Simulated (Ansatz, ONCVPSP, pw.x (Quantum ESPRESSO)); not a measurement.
# ruthenium: one change to the ONCV potential, in the atom and in the fcc crystal

| Item | Value |
| --- | --- |
| Element | Ru (Z = 44) |
| Generator | ONCVPSP 4.0.1.1 (patched build) |
| Type | optimised norm-conserving Vanderbilt (ONCV) |
| Functional | PBEsol |
| Relativity | scalar-relativistic |
| Frozen core | [Ar] 3d10 |
| Valence charge | 16 |
| Reference configuration | 4s2 4p6 4d7 5s0.5 5p0.5 |
| Partial waves | 4s+5s: rc 1.85 bohr, ncon 5, nbas 9, qcut 6.5 1/bohr, 3 projectors, debl 1 Ha; 4p+5p: rc 1.50 bohr, ncon 4, nbas 7, qcut 11.4 1/bohr, 2 projectors; 4d: rc 2.20 bohr, ncon 4, nbas 8, qcut 8.2 1/bohr, 1 projector |
| Local potential | polynomial inside 1.45 bohr (lpopt 5, dvloc0 -1 Ha) |
| Core correction | none |

Change: core [Ar] 3d10 4s2, valence charge 14; reference 4p6 4d7.5 5s0.5; waves now 5s: rc 2.55 bohr, ncon 4, nbas 7, qcut 2.2 1/bohr, 2 projectors, debl 2.2 Ha; 4p: rc 1.35 bohr, ncon 4, nbas 8, qcut 9.3 1/bohr, 2 projectors, debl 3.4 Ha; 4d: rc 1.40 bohr, ncon 4, nbas 8, qcut 6.9 1/bohr, 2 projectors, debl 3.4 Ha; local potential polynomial inside 1.00 bohr (lpopt 5, dvloc0 3 Ha).

Cutoffs, loose and tight: the cutoffs (Ha) at which the residual kinetic energy of the hardest occupied pseudo-wave falls to 1 and 0.1 mHa per electron. They do not see the model core or the augmentation charge, which bear on the density cutoff. Test errors are all-electron minus pseudo excitation energies from the reference, over the configurations 4s2 4p6 4d7 5s1 5p0; 4s2 4p6 4d7 5s0 5p0; 4s2 4p6 4d6 5s0 5p0; 4s2 4p6 4d5 5s0 5p0; variants that change the core or the reference have their own tests.

Crystal test: fcc Ru in pw.x 7.5, no spin, 15³ k-points, Fermi–Dirac smearing 0.01 Ry, cutoffs set for each file from its atomic test. The reference is all-electron LAPW (Ansatz 0.2.0) with the same functional, mesh and smearing; V0 and B0 come from Birch–Murnaghan fits to the pressures at five volumes. Errors are pseudo minus all-electron; Δ is the rms difference of the E(V) curves that follow from these fits, minima aligned, over ±6 % about the mean V0. Mesh and smearing are coarse, so the numbers serve the comparison and aren't converged zero-temperature values; the lattice is a test structure that the element need not adopt.

All-electron: a0 = 3.770 Å (V0 = 13.40 Å³/atom), B0 = 338.1 GPa.

Q: Does the change bring the crystal closer to the all-electron result?

A: The mean pressure error goes from +1.01 to +26.60 GPa, so the change moves the solid further from the all-electron pressures. At 80 % of its cutoff the pressure of the base moves by -3.35 GPa.

| quantity | base | changed |
| --- | --- | --- |
| outcome (atom) | generated | generated |
| cutoff, loose (atom) | 37 Ha | 32 Ha |
| cutoff, tight (atom) | 45 Ha | 71 Ha |
| bound ghosts (atom) | none | s |
| largest test error (meV) (atom) | -0.9 over the solved tests; 2 of 4 tests not solved or not reliable | -19 |
| cutoffs in pw.x (Ry) | 105/420 | 165/660 |
| a0 (Å) | 3.774 | – |
| a0 error (%) | +0.09 | – |
| B0 error (%) | +0.1 | – |
| Δ (meV/atom) | 2.9 | – |
| mean pressure error (GPa) | +1.01 | +26.60 |

A dash: not determined, or the minimum lies outside the volumes sampled.

Base: Atomic configuration tests: 2 of 4 tests not solved or not reliable. Changed file: This is a poor potential for the solid. Note: ghosts flagged at negative energy: s at -122.9 eV; GHOST(+) flagged for s at 92.4 eV. A true bound ghost makes a file unfit for plane-wave use.
